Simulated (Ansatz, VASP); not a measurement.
**Two plane-wave programs on Ag**

```
Ag
1.0
     2.92230    0.00000    0.00000
    -1.46115    2.53079    0.00000
     0.00000    0.00000    4.70166
Ag
2
Direct
  0.33333 0.66667 0.25000
  0.66667 0.33333 0.75000
```

Alike in both runs: task single point; functional PBE; k mesh 9 × 9 × 4; occupations gaussian, width 0.1 eV; no spin polarisation.

|  | VASP | Ansatz |
| --- | --- | --- |
| version | VASP 6.6.1 | Ansatz 0.2.0 |
| potentials or method | VASP PAW PBE potentials, release 64 (Ag) | scalar-relativistic, plane waves, PAW |
| plane-wave cutoff (eV) | 520 | 420 |
| valence electrons in the cell | 22 | 38 |

|  | VASP | Ansatz | Ansatz less VASP |
| --- | --- | --- | --- |
| gap on the k mesh at the Fermi level (eV) | none | none | - |
| pressure (GPa) | 2.6 | 2.8 | +0.15 |
| largest component of the traceless stress (GPa) | 2.75 | 2.76 | +0.010 |

A gap of «none» marks a metal or a gap that the smearing closes. The two sets of potentials don't hold the same shells in valence.
